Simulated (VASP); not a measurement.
Set up this calculation in VASP 6.6.1, as the native input.

| Item | Value |
| --- | --- |
| Task | single point |
| Functional | LDA |
| Potentials or basis | VASP PAW LDA potentials, release 64 (Ti_sv) |
| Cutoff | 520 eV |
| k mesh | 14 × 14 × 14 |
| Occupations | fermi-dirac, width 0.05 eV |
| Spin | no spin polarisation |
| Dipole correction | no |
| Further INCAR settings | ALGO = Normal; EDIFF = 1e-06; NBANDS = 12 |

The structure of Ti lies in POSCAR:

```
Ti
1.0
   -1.6410000000      1.6410000000      1.6410000000
    1.6410000000     -1.6410000000      1.6410000000
    1.6410000000      1.6410000000     -1.6410000000
Ti
1
Direct
    0.0000000000      0.0000000000      0.0000000000
```

This isn't the form of Ti at room conditions, which is hcp.

One way to write it, as run:

INCAR

```
PREC = Accurate ; ENCUT = 520
EDIFF = 1E-6 ; ISMEAR = -1
SIGMA = 0.05 ; LREAL = F
LASPH = T ; NELM = 80
ALGO = Normal ; ISIF = 2
LWAVE = F ; LCHARG = T
LELF = T ; LVHAR = T
NBANDS = 12
```

KPOINTS

```
Automatic mesh
0
Gamma
  14 14 14
```

Potentials or basis: VASP PAW LDA potentials, release 64 (Ti_sv).

Command:

```bash
$ cat potpaw_LDA.64/Ti_sv/POTCAR > POTCAR
$ mpirun -np 1 vasp_std > vasp.out
```

It gave:

The pressure is -10.8 GPa and the band gap on the k mesh is none (metal or under the smearing width).

Run time: 6.4 s on 1 thread of Intel(R) Xeon(R) 6975P-C (Granite Rapids) (shared host), peak memory 0.13 GiB.
